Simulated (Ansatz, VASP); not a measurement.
# Two plane-wave programs on MgO

Contents of POSCAR:

```
MgO
1.0
    0.0000000000      2.2820056624      2.2820056624
    2.2297477327      0.0000000000      2.2820056624
    2.2297477327      2.2820056624      0.0000000000
Mg O
1 1
Direct
    0.0000000000      0.0000000000      0.0000000000
    0.2500000000      0.2500000000      0.2500000000
```

Contents of INCAR.step1:

```
SYSTEM = MgO
PREC = Accurate ; ENCUT = 520
EDIFF = 1E-5 ; ISMEAR = 0
SIGMA = 0.01 ; LREAL = .FALSE.
LASPH = .TRUE. ; NELM = 100
ALGO = Normal ; ISIF = 2
LWAVE = .TRUE. ; LCHARG = .FALSE.
NBANDS = 11 ; GGA = PE
```

File INCAR.step2:

```
SYSTEM = MgO
PREC = Accurate ; ENCUT = 520
EDIFF = 1E-7 ; ISMEAR = 0
SIGMA = 0.01 ; LREAL = .FALSE.
LASPH = .TRUE. ; NELM = 100
ALGO = Normal ; ISIF = 2
LWAVE = .FALSE. ; LCHARG = .FALSE.
GGA = PE ; LHFCALC = .TRUE.
HFSCREEN = 0.2079 ; PRECFOCK = Normal
NBANDS = 11 ; ISTART = 1
```

The input KPOINTS:

```
Automatic mesh
0
G
  6 6 6
  0 0 0
```

Input for Ansatz:

```yaml
crystal:
  lattice:
    - [0.0, 2.2820056624, 2.2820056624]
    - [2.2297477327, 0.0, 2.2820056624]
    - [2.2297477327, 2.2820056624, 0.0]
  atoms:
    - { symbol: Mg, position: [0.0, 0.0, 0.0] }
    - { symbol: O, position: [0.25, 0.25, 0.25] }
kpoints:
  mp_grid: { grid: [6, 6, 6] }
  band_path:
    path:
      - [0.0, 0.0, 0.0]
      - [-0.5, -0.5, 0.0]
      - [-0.375, -0.375, 0.25]
      - [-0.375, 0.0, 0.375]
      - [0.0, 0.0, 0.5]
      - [-0.5, -0.25, 0.25]
    npoints: 1
hamiltonian:
  xc: hse06
scf:
  occupations: { method: fixed }
  n_extra_bands: 4
output:
  forces: true
  stress: true
  eigenvalues: true
```

Change from the starting cell: uniaxial_x strain -2.3%.

Alike in both runs: task single point; functional HSE06; k mesh 6 × 6 × 6; no spin polarisation.

```csv
,VASP,Ansatz
version,VASP 6.6.1,Ansatz 0.2.0
potentials or method,"VASP PAW PBE potentials, release 64 (Mg, O)","plane waves, PAW"
plane-wave cutoff (eV),520,420
occupations,"gaussian, width 0.01 eV",fixed
valence electrons in the cell,8,16
```

```csv
,VASP,Ansatz,Ansatz less VASP
gap on the k mesh at the Fermi level (eV),5.36,5.38,+0.027
pressure (GPa),3.0,3.0,+0.03
largest component of the traceless stress (GPa),0.57,0.56,-0.003
```

The two sets of potentials don't hold the same shells in valence. Ansatz warned: «stress_exchange_threshold_loose».

Caveats: the PAW data sets were made with another functional, which shifts forces and pressure a little (VASP).
